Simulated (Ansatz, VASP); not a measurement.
## Two plane-wave programs on InPd

```
In Pd
1.0
     0.00000   -3.30035    3.30035
    -3.30035    3.30035    0.00000
    -3.31982   -3.31982   -3.31982
In Pd
3 3
Direct
  0.66667 0.33333 0.66667
  0.33333 0.66667 0.33333
  0.00000 0.00000 0.00000
  0.66667 0.33333 0.16667
  0.33333 0.66667 0.83333
  0.00000 0.00000 0.50000
```

Alike in both runs: functional PBE; k mesh 9 × 9 × 6; occupations gaussian, width 0.1 eV; no spin polarisation.

Ansatz relaxed the structure, and its values are those at the end. VASP's run is a single point on that final structure, the one shown.

```csv
,VASP,Ansatz
version,VASP 6.6.1,Ansatz 0.2.0
potentials or method,"VASP PAW PBE potentials, release 64 (In_d, Pd)","scalar-relativistic, plane waves, PAW"
plane-wave cutoff (eV),520,420
valence electrons in the cell,69,93
```

```tsv
	VASP	Ansatz	Ansatz less VASP
gap on the k mesh at the Fermi level (eV)	none	none	-
pressure (GPa)	-0.1	-0.1	-0.03
```

A gap of «none» marks a metal or a gap that the smearing closes. The two sets of potentials don't hold the same shells in valence.
